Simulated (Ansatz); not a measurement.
The guess for HfC5 was made by a generator: random cell by space group and Wyckoff sites (P4/mmm, No. 123). The dimensions are guesses.

```xyz
6
Lattice="4.2795 0.0000 0.0000 0.0000 4.2795 0.0000 0.0000 0.0000 4.7931" Properties=species:S:1:pos:R:3 pbc="T T T"
Hf    2.1398    2.1398    0.0000
C     1.0991    0.0000    2.3965
C     3.1804    0.0000    2.3965
C     0.0000    3.1804    2.3965
C     0.0000    1.0991    2.3965
C     0.0000    0.0000    0.0000
```

Computed with DFT PBE, scalar-relativistic, plane waves, PAW in Ansatz. Cutoff 420 eV, Gaussian smearing, Γ-centred meshes. Cell and atoms relax first on a coarse mesh, the cell is then made exact in the group found at 0.06 to 0.08 Å, and last on a converged mesh; the steps can't lower the symmetry of their start. No spin polarisation.

A guess keeps its type if space group and coordination stay and the shape of the cell changes little (axis ratios within about 15 %, angles within 6°); the volume may change.

**Question.** Does this structure survive the relaxation?

**Answer.** It doesn't keep its type. The symmetry stays P4/mmm (No. 123). The volume per atom shrinks by 6.7 %, from 14.6 to 13.6 Å³. The shortest distance goes from 1.55 Å (C–C) to 1.34 Å (C–C). The ratio c/a of the conventional cell changes by a factor of 1.94. Counting neighbours within 15 % of an atom's shortest distance, the start has C 2/12, Hf 20 and the end C 3/4, Hf 4. In detail, at the end Hf is surrounded by 4 C at 2.37 Å; C on a site of symmetry m2m has 1 C at 1.34 Å and 2 C at 1.43 Å; C on a site of symmetry 4/mmm is surrounded by 4 Hf at 2.37 Å.

```cif
data_structure
_symmetry_space_group_name_H-M 'P4/mmm'
_symmetry_Int_Tables_number 123
_cell_length_a 3.3534
_cell_length_b 3.3534
_cell_length_c 7.2806
_cell_angle_alpha 90.000
_cell_angle_beta 90.000
_cell_angle_gamma 90.000
_cell_volume 81.87
loop_
_atom_site_label
_atom_site_type_symbol
_atom_site_symmetry_multiplicity
_atom_site_Wyckoff_symbol
_atom_site_fract_x
_atom_site_fract_y
_atom_site_fract_z
_atom_site_occupancy
Hf1 Hf 1 c 0.50000 0.50000 0.00000 1
C1 C 4 m 0.30077 0.00000 0.50000 1
C2 C 1 a 0.00000 0.00000 0.00000 1
```

Formation energies are uncorrected and refer to the elements' standard structures at the same level.

**Question.** At what energy does it end?

**Answer.** +0.61 eV/atom. It can't be a ground state, since the elements alone are lower.

The last run used a 10×10×6 mesh (in the run's order of axes) for its 6-atom cell and Gaussian smearing of 0.10 eV. Weakly bound directions are ill-defined at this level, which has no dispersion term. These runs have no spin–orbit coupling, which can matter for Hf. The reference form of C is held partly by dispersion forces, which this level lacks. Symmetry constrained the relaxation, so the result can be a saddle point. Another cell of the same search, in Pmmm, lies 0.39 eV/atom lower, so this cell isn't the stable form at this level.

In counts of neighbours, a slash parts the counts of unlike sites.
